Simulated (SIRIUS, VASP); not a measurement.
This is a calculation of KTaO3 for VASP 6.6.1. 

Contents of INCAR:

```
PREC = Accurate ; ENCUT = 520
EDIFF = 1E-7 ; ISMEAR = -1
SIGMA = 0.05 ; LREAL = False
LASPH = True ; NELM = 60
ALGO = Normal ; ISIF = 2
LWAVE = False ; LCHARG = True
GGA = PS ; LVHAR = True
NBANDS = 27 ; KPAR = 2
```

KPOINTS

```
Automatic mesh
0
Gamma
  7 7 7
```

POSCAR

```
KTaO3
1.0
    3.9883000000      0.0000000000      0.0000000000
    0.0000000000      3.9883000000      0.0000000000
    0.0000000000      0.0000000000      3.9883000000
Ta K O
1 1 3
Direct
    0.0000000000      0.0000000000      0.0000000000
    0.5000000000      0.5000000000      0.5000000000
    0.0000000000      0.0000000000      0.5000000000
    0.0000000000      0.5000000000      0.0000000000
    0.5000000000      0.0000000000      0.0000000000
```

Potentials or basis: VASP PAW PBE potentials, release 64 (Ta_pv, K_sv, O).

Run with:

```sh
$ cat potpaw_PBE.64/Ta_pv/POTCAR potpaw_PBE.64/K_sv/POTCAR potpaw_PBE.64/O/POTCAR > POTCAR
$ mpirun -np 2 vasp_std > vasp.out
```

Problem. Set up the same calculation for SIRIUS 7.10.0. Potentials or basis there: PseudoDojo 0.4.1 PBEsol standard (scalar relativistic), cutoff 1152 eV.

Solution. As run (cutoffs and basis follow the program's own potentials, and thresholds, step limits or extra output files can differ):

Contents of sirius.json:

```json
{
  "control": {
    "processing_unit": "cpu",
    "verbosity": 2,
    "num_bands_to_print": 29,
    "print_forces": true,
    "print_stress": true
  },
  "parameters": {
    "electronic_structure_method": "pseudopotential",
    "xc_functionals": ["XC_GGA_X_PBE_SOL", "XC_GGA_C_PBE_SOL"],
    "gk_cutoff": 9.2,
    "pw_cutoff": 18.4,
    "ngridk": [7, 7, 7],
    "shiftk": [0, 0, 0],
    "smearing": "fermi_dirac",
    "smearing_width": 0.0018374661,
    "num_bands": 29,
    "num_mag_dims": 0,
    "num_dft_iter": 100,
    "energy_tol": 1e-08,
    "density_tol": 1e-06
  },
  "iterative_solver": {
    "type": "davidson",
    "min_tolerance": 1e-09,
    "tolerance_scale": [0.1, 0.25]
  },
  "mixer": {
    "type": "anderson",
    "beta": 0.7,
    "max_history": 8
  },
  "settings": {
    "tol_ne": 1e-10,
    "pseudo_grid_cutoff": 6.5
  },
  "unit_cell": {
    "lattice_vectors": [
      [1.0, 0.0, 0.0],
      [0.0, 1.0, 0.0],
      [0.0, 0.0, 1.0]
    ],
    "lattice_vectors_scale": 7.5367947028,
    "atom_coordinate_units": "lattice",
    "atom_types": ["Ta", "K", "O"],
    "atom_files": {
      "K": "K.json",
      "Ta": "Ta.json",
      "O": "O.json"
    },
    "atoms": {
      "Ta": [
        [0.0, 0.0, 0.0]
      ],
      "K": [
        [0.5, 0.5, 0.5]
      ],
      "O": [
        [0.0, 0.0, 0.5],
        [0.0, 0.5, 0.0],
        [0.5, 0.0, 0.0]
      ]
    }
  }
}
```

Potentials or basis: PseudoDojo 0.4.1 PBEsol standard (scalar relativistic).

Run with:

```bash
$ upf_to_json K.upf
$ upf_to_json Ta.upf
$ upf_to_json O.upf
$ OMP_NUM_THREADS=1 sirius.scf --input=sirius.json --output=out.json --task=0
```

Both were run:

|  | VASP | SIRIUS |
| --- | --- | --- |
| Pressure | 0.3 GPa | -1.7 GPa |

The potentials hold 38 and 40 valence electrons a cell.

VASP's potentials were made for PBE.

The two runs disagree by more than potentials and bases usually give (in gap, levels, pressure or energy); the cause wasn't traced.

Pressure is positive in compression.
